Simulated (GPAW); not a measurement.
# Si (P-1) in GPAW: single point with PBEsol+D4

Aim: the single point of Si with PBEsol+D4.

Program: GPAW 26.7.0. These are calculated values, not measurements. Logs are shortened: lines on timing, memory, paths and dates and some standing lists are left out, and cuts for length are marked. The log counts tension as positive stress, the text compression.

## (1) The cell of the first run

The typed cell holds 2 atoms: a = 3.616 Å, b = 3.608 Å, c = 3.597 Å, α = 97.91°, β = 97.55°, γ = 136.82°.

This isn't the form of Si at room conditions, which is diamond.

## (2) Single point, PBEsol+D4 (cell strained at random at fixed volume)

run.py reads:

```python
from ase.calculators.mixing import SumCalculator
from ase.dft.bandgap import bandgap
from ase.io import read, write
from ase.units import GPa
from dftd4.ase import DFTD4
from gpaw import GPAW, PW, setup_paths

setup_paths.insert(0, '.')

atoms = read('POSCAR')

calc = GPAW(mode=PW(600),
            xc='PBEsol',
            kpts={'size': (11, 11, 11), 'gamma': True},
            occupations={'name': 'methfessel-paxton', 'order': 0, 'width': 0.1},
            nbands=11,
            convergence={'density': 1e-05, 'energy': 1e-05},
            maxiter=150,
            txt='gpaw.txt')
atoms.calc = SumCalculator([calc, DFTD4(method='pbesol')])
energy = atoms.get_potential_energy()
forces = atoms.get_forces()
stress = atoms.get_stress()
calc.write('gs.gpw')
write('result.traj', atoms)
print(f'Energy: {energy:.6f} eV')
print('Forces (eV/A):')
print(forces.round(4))
print('Stress (GPa):', (stress / GPa).round(3))
print('Fermi level:', round(calc.get_fermi_level(), 4), 'eV')
print(f'Gap: {bandgap(calc)[0]:.4f} eV, direct: {bandgap(calc, direct=True)[0]:.4f} eV')
```

POSCAR reads:

```
Si
1.0
   -2.3687880000      2.3842520000      1.3347730000
    2.3700060000     -2.3768840000      1.3238010000
    2.3615660000      2.3696630000     -1.3216290000
Si
2
Direct
    0.5000000000      0.5000000000      0.0000000000
    0.2500000000      0.7500000000      0.5000000000
```

Potentials or basis: PAW data sets generated in the run's folder for this functional, pw.

The run is started by

```sh
$ gpaw-setup -f PBEsol Si
$ OMP_NUM_THREADS=1 python run.py
```

gpaw.txt:

```text
__  _  _
 | _ |_)|_||  |
 |__||  | ||/\| - 26.7.0

Input parameters:
  mode=PW(ecut=600.0),
  convergence={'density': 1e-05, 'energy': 1e-05},
  kpts=MonkhorstPack(size=(11, 11, 11), gamma=True),
  maxiter=150,
  nbands=11,
  occupations=Occupations(name='methfessel-paxton', order=0, width=0.1),
  xc=XC(name='PBEsol')

Diagonalizing LCAO Hamiltonian
Converting LCAO to pw mode

       Si    Si

Atoms  # Å, Bohr magnetons
|   | symbol |        x |         y |        z |    initial magnetic moments |
|---|--------|----------|-----------|----------|-----------------------------|
| 0 |     Si | 0.000609 |  0.003684 | 1.329287 | ( 0.0000,  0.0000,  0.0000) |
| 1 |     Si | 2.366090 | -0.001768 | 0.665729 | ( 0.0000,  0.0000,  0.0000) |

Unit cell  # Å
| periodic |         x |         y |         z |  lengths |     angles |
|----------|-----------|-----------|-----------|----------|------------|
|      yes | -2.368788 |  2.384252 |  1.334773 | 3.616273 |  97.905264 |
|      yes |  2.370006 | -2.376884 |  1.323801 | 3.608179 |  97.546034 |
|      yes |  2.361566 |  2.369663 | -1.321629 | 3.597082 | 136.815770 |

Number of symmetries: 1
Symmetry operations  # r_c * U_cc + t_c -> r_c
|   | kind |            matrix            |
|---|------|------------------------------|
| 0 |  E   |  1, 0, 0,  0, 1, 0,  0, 0, 1 |

BZ-sampling:
  Number of BZ points: 1331
  Number of IBZ points: 666

  Monkhorst-Pack size: [11, 11, 11]
  Monkhorst-Pack shift: [0, 0, 0]

K-points  # in reciprocal-cell coordinates
|     |                                coordinates |     weight |
|-----|--------------------------------------------|------------|
|   0 | (  0.00000000,   0.00000000,   0.00000000) | 0.00075131 |
|   1 | (  0.00000000,   0.00000000,   0.09090909) | 0.00150263 |
|   2 | (  0.00000000,   0.00000000,   0.18181818) | 0.00150263 |
|   3 | (  0.00000000,   0.00000000,   0.27272727) | 0.00150263 |
|   4 | (  0.00000000,   0.00000000,   0.36363636) | 0.00150263 |
|   5 | (  0.00000000,   0.00000000,   0.45454545) | 0.00150263 |
|   6 | (  0.00000000,   0.09090909,  -0.45454545) | 0.00150263 |
|   7 | (  0.00000000,   0.09090909,  -0.36363636) | 0.00150263 |
|   8 | (  0.00000000,   0.09090909,  -0.27272727) | 0.00150263 |
|   9 | (  0.00000000,   0.09090909,  -0.18181818) | 0.00150263 |
| ... |                                            |            |
| 665 | (  0.45454545,   0.45454545,   0.45454545) | 0.00150263 |

Plane wave coefficients: 1010
Cutoff: 600.0 eV

Spin-components: 1 (collinear spins)
Bands:           11
Projectors:      10
Spin-degeneracy: 2
Datatype:        complex128

Parallelization:
  kpt:    1
  domain: 1
  band:   1

Density:
  Valence electrons: 8.0
  Components: 1
  Grid points: [21 21 21]
  Charge: 0.0  # |e|

Potential:
  Grid points: [21 21 21]

species:
  Si:
    name:    Silicon
    Z:       14.0
    valence: 4
    core:    10
    charge:  0.0  # [|e|]
    compensation charges:
      type: gauss
      rc: 0.33  # [Å]
      lmax: 2
    cutoffs:
      filter: 1.86  # [Å]
      core: 2.06  # [Å]
    projectors
    | kind |    occ | energy [eV] | rcut [Å] |
    |------|--------|-------------|----------|
    |   3s |  2.000 |     -10.768 |    1.058 |
    |   3p |  2.000 |      -4.057 |    1.058 |
    |    s |        |      16.444 |    1.058 |
    |    p |        |      23.155 |    1.058 |
    |    d |        |       0.000 |    1.058 |

    Using partial waves for Si as LCAO basis

Reference energy: -15743.393420  # eV

eigensolver:
  PPCG
  Converge bands: occupied
  niter=2

density mixing:
  MSR1-Mixer
  Pratt-step length: 0.05
  Maximum mixing coefficient: 0.75
  Old densities: 10
  SVD Regularization: 0.005
  Good broyden scale: 1.0
  Trust region scale: 1.0
  Backstep threshold: 4.0
  History deletion threshold: 6.0
  Fourier metric: weight=20.0, sigma=0.015

occupation numbers:
  Methfessel-Paxton:
    width: 0.1000  # eV
    order: 0

poisson solver:
  ecut: 4800.0  # eV

xc functional:
  name: PBEsol with 2 nearest neighbor stencil

convergence criteria:
- Maximum integral of absolute [dens]ity change: 1e-05 electrons / valence electron
- Maximum [total energy] change in last 3 cyles: 1e-05 eV / valence electron
- Maximum integral of absolute [eigenst]ate change: 4e-08 eV^2 / valence electron
maximum number of iterations: 150

SCF iterations
|iter     | |      energy | eigst |  dens |
|---------|-|-------------|-------|-------|
|iter:   1| |  -11.067841 | -0.13 |       |
|iter:   2| |  -11.071464 | -3.08 | -1.09 |
|iter:   3| |  -11.086020 | -3.26 | -1.11 |
|iter:   4| |  -11.087979 | -4.03 | -1.61 |
|iter:   5| |  -11.087956 | -6.14 | -2.75 |
|iter:   6| |  -11.087956c| -8.32c| -3.70 |
|iter:   7| |  -11.087956c| -7.97c| -4.16 |
|iter:   8| |  -11.087956c| -8.65c| -4.73 |
|iter:   9| |  -11.087956c| -9.74c| -6.04c|

Converged in 9 steps
Energy contributions relative to reference atoms: (reference = -15743.393420)

Energy contributions:
  Kinetic:          12.376393
  Coulomb:          -9.141227
  Zero:             -0.035023
  External:          0.000000
  Xc:              -14.286007
  Entropy:          -0.004185
  Spinorbit:         0.000000
  ----------------------------
  Free energy:     -11.090049
  Extrapolated:    -11.087956

dipole moment: (-0.838587, -9.501371, 2.876609)  # |e|*Ang

Fermi level: 8.658
Eigenvalues  # (at kpt = [0.000, 0.000, 0.000])
| band index |      eig [eV] | occ [0-2] |
|------------|---------------|-----------|
|          0 |        -5.262 |     2.000 |
|          1 |         6.165 |     2.000 |
|          2 |         6.262 |     2.000 |
|          3 |         6.920 |     2.000 |
|          4 |        10.147 |     0.000 |
|          5 |        16.209 |     0.000 |
|          6 |        17.690 |     0.000 |
|          7 |        17.781 |     0.000 |
|          8 |        17.888 |     0.000 |
|          9 |        18.919 |     0.000 |
|         10 |        19.353 |     0.000 |

No gap
No difference between direct/indirect transitions

Forces  # eV/Ang
|        x |        y |        z |
|----------|----------|----------|
| -0.00071 |  0.00087 |  0.01542 |  # Si   0
|  0.00071 | -0.00087 | -0.01542 |  # Si   1

Stress tensor  # eV/Ang^3
|         x |         y |        z |
|-----------|-----------|----------|
| -0.015647 | -0.001453 | 0.000358 |
| -0.001453 | -0.006531 | 0.001814 |
|  0.000358 |  0.001814 | 0.000580 |

# Writing to gs.gpw (mode='')
```

Run time: 1.8 min. Hardware: 1 thread of Arm Neoverse V2, shared host; peak memory 0.37 GiB.

What came out:

```
Free energy                : -11.5850 eV
Pressure                   : -1.4 GPa
Largest force              : 0.015 eV/Å
Band gap on the k mesh     : none (metal or under the smearing width)
Dispersion energy per atom : -0.247 eV
```

Forces on the atoms (eV/Å):
```
Si  -0.001  0.001  0.015
Si   0.001 -0.001 -0.015
```

Caveat: pairwise dispersion overbinds metals, which lowers pressure and volume.
